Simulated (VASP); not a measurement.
# Quasiparticle energies of AlP in VASP, part 5 of 8

How does the gap of AlP change from the starting functional to GW? The cell is of the zinc-blende type, one of the forms listed for this formula. The start is a cell from a database of measured crystal structures.

VASP 6.6.1, plane waves and PAW; the level of theory is named at each step.

So far, quasiparticle gap on the mesh (eV): step 3 (evGW0) 2.53. Also gap on the k-mesh (eV): step 2 (empty bands, functional PBE) 1.57.

The database entry behind the starting cell differs from later determinations by our own check (0.1 to 0.3 % short, probably kX units), so it need not match the best structure at ambient conditions.

## (4) evGW (continued)

Level of this step: evGW on PBE; plane waves and PAW (P_GW, Al_GW) (VASP).

Parts of OUTCAR (step 4):

```text
The static configuration has the point symmetry T_d .

 Found     16 irreducible k-points:

   NELECT =       8.0000    total number of electrons

 E-fermi :   4.6956

 QP shifts <psi_nk| G(iteration)W_0 |psi_nk>: iteration 2
 k-point   1 :       0.0000    0.0000    0.0000
  band No. old QP-enery  QP-energies   sigma(KS)   T+V_ion+V_H  V^pw_x(r,r')   Z            occupation Imag(sigma)
      1      -8.2580      -8.6254     -12.2472       3.4579     -18.4377       0.6915       2.0000       0.9919
      2       3.1342       2.9455     -12.9912      15.8828     -13.9783       0.7780       2.0000       0.0054
      3       3.1342       2.9455     -12.9912      15.8828     -13.9783       0.7780       2.0000       0.0054
      4       3.1342       2.9455     -12.9912      15.8828     -13.9783       0.7780       2.0000       0.0054
      5       7.4524       7.5299      -9.8546      17.4053      -5.6520       0.7886       0.0000      -0.0711
      6       8.7495       8.8487      -9.2723      18.1489      -4.9305       0.7806       0.0000      -0.0707
      7       8.7495       8.8487      -9.2723      18.1489      -4.9305       0.7806       0.0000      -0.0707
      8       8.7495       8.8487      -9.2723      18.1489      -4.9305       0.7806       0.0000      -0.0707
    ...

 k-point   2 :       0.1667    0.0000    0.0000
  band No. old QP-enery  QP-energies   sigma(KS)   T+V_ion+V_H  V^pw_x(r,r')   Z            occupation Imag(sigma)
      1      -7.9415      -8.3064     -12.3163       3.8454     -18.3956       0.6893       2.0000       0.9342
      2       1.2444       1.0104     -12.2685      13.2069     -13.8140       0.7646       2.0000       0.0124
      3       2.8847       2.6920     -12.8659      15.5026     -13.9212       0.7769       2.0000       0.0055
      4       2.8847       2.6920     -12.8659      15.5026     -13.9212       0.7769       2.0000       0.0055
      5       7.7862       7.8679      -9.4876      17.3775      -5.3081       0.7881       0.0000      -0.0690
      6       9.1851       9.2923      -9.3657      18.6887      -4.8839       0.7776       0.0000      -0.0736
      7       9.1851       9.2923      -9.3657      18.6887      -4.8839       0.7776       0.0000      -0.0736
      8       9.7990       9.9060     -10.0448      19.9826      -5.3992       0.7709       0.0000      -0.0797
    ...

 k-point   3 :       0.3333    0.0000    0.0000
  band No. old QP-enery  QP-energies   sigma(KS)   T+V_ion+V_H  V^pw_x(r,r')   Z            occupation Imag(sigma)
      1      -7.1405      -7.4898     -12.5703       4.9300     -18.3585       0.6988       2.0000       0.7957
      2      -1.2398      -1.5696     -11.7321      10.0395     -14.3917       0.7283       2.0000       0.0531
      3       2.4954       2.2924     -12.7627      14.9958     -13.9612       0.7739       2.0000       0.0065
      4       2.4954       2.2924     -12.7627      14.9958     -13.9612       0.7739       2.0000       0.0065
      5       7.1928       7.2633      -9.3769      16.6586      -5.3660       0.7929       0.0000      -0.0661
      6       9.2136       9.3187      -9.0856      18.4340      -4.6054       0.7797       0.0000      -0.0746
      7       9.2136       9.3187      -9.0856      18.4340      -4.6054       0.7797       0.0000      -0.0746
      8      11.9265      12.0649      -9.3524      21.4634      -4.0323       0.7504       0.0000      -0.1307
    ...

 QP shifts <psi_nk| G(iteration)W_0 |psi_nk>: iteration 3
 k-point   1 :       0.0000    0.0000    0.0000
  band No. old QP-enery  QP-energies   sigma(KS)   T+V_ion+V_H  V^pw_x(r,r')   Z            occupation Imag(sigma)
      1      -8.6254      -8.7861     -12.3133       3.4579     -18.4377       0.6989       2.0000       0.9500
      2       2.9455       2.8973     -12.9987      15.8828     -13.9783       0.7846       2.0000       0.0037
      3       2.9455       2.8973     -12.9987      15.8828     -13.9783       0.7846       2.0000       0.0037
      4       2.9455       2.8973     -12.9987      15.8828     -13.9783       0.7846       2.0000       0.0037
      5       7.5299       7.5613      -9.8359      17.4053      -5.6520       0.7945       0.0000      -0.0700
      6       8.8487       8.8877      -9.2508      18.1489      -4.9305       0.7877       0.0000      -0.0686
      7       8.8487       8.8877      -9.2508      18.1489      -4.9305       0.7877       0.0000      -0.0686
      8       8.8487       8.8877      -9.2508      18.1489      -4.9305       0.7877       0.0000      -0.0686
    ...

 QP shifts <psi_nk| G(iteration)W_0 |psi_nk>: iteration 4
 k-point   1 :       0.0000    0.0000    0.0000
  band No. old QP-enery  QP-energies   sigma(KS)   T+V_ion+V_H  V^pw_x(r,r')   Z            occupation Imag(sigma)
      1      -8.7861      -8.8454     -12.3284       3.4579     -18.4377       0.7021       2.0000       0.9436
      2       2.8973       2.8841     -13.0023      15.8828     -13.9783       0.7872       2.0000       0.0030
      3       2.8973       2.8841     -13.0023      15.8828     -13.9783       0.7872       2.0000       0.0030
      4       2.8973       2.8841     -13.0023      15.8828     -13.9783       0.7872       2.0000       0.0030
      5       7.5613       7.5730      -9.8293      17.4053      -5.6520       0.7958       0.0000      -0.0693
      6       8.8877       8.9021      -9.2429      18.1489      -4.9305       0.7898       0.0000      -0.0676
      7       8.8877       8.9021      -9.2429      18.1489      -4.9305       0.7898       0.0000      -0.0676
      8       8.8877       8.9021      -9.2429      18.1489      -4.9305       0.7898       0.0000      -0.0676
    ...

[... 16 parts as in an earlier step ...]

[... 19 further parts left out ...]
```

Numbers from this step:

```yaml
quasiparticle_gap_on_the_mesh: 2.709 eV
smallest_direct_quasiparticle_gap_on_the_mesh: 4.689 eV
```

QP gap by iteration, by row:

| iteration | gap (eV) | direct gap (eV) |
| --- | --- | --- |
| 1 | 2.386 | 4.318 |
| 2 | 2.617 | 4.584 |
| 3 | 2.687 | 4.664 |
| 4 | 2.709 | 4.689 |

GW takes the gap from 1.570 to 2.709 eV. That is +174 meV against evGW0 on PBE. The last pass still moved it by +22 meV. The value holds for 264 bands, ENCUTGW = 200 eV and this mesh, and isn't shown to be converged in them.

(Continued in part 6 of 8.)

[Lines on the potential files, build, host, timing and source positions are cut from VASP's logs without a mark.]

[Logs are printed without paths, hosts, clocks, repeated set-up lines and the standing remarks that a program may print on its own settings, such as how far it seeks lower states.]

[Hosts, paths, dates, database ids (printed as entryN), source tags and the programs' standing remarks are cut or masked in the printed files.]

[Pressures printed for these runs are not shown converged in the cutoff: they can be off by several GPa and have the wrong sign.]

[In band tables of VASP the shares of atoms and orbitals are scaled to a sum of 1 inside the atoms' spheres.]
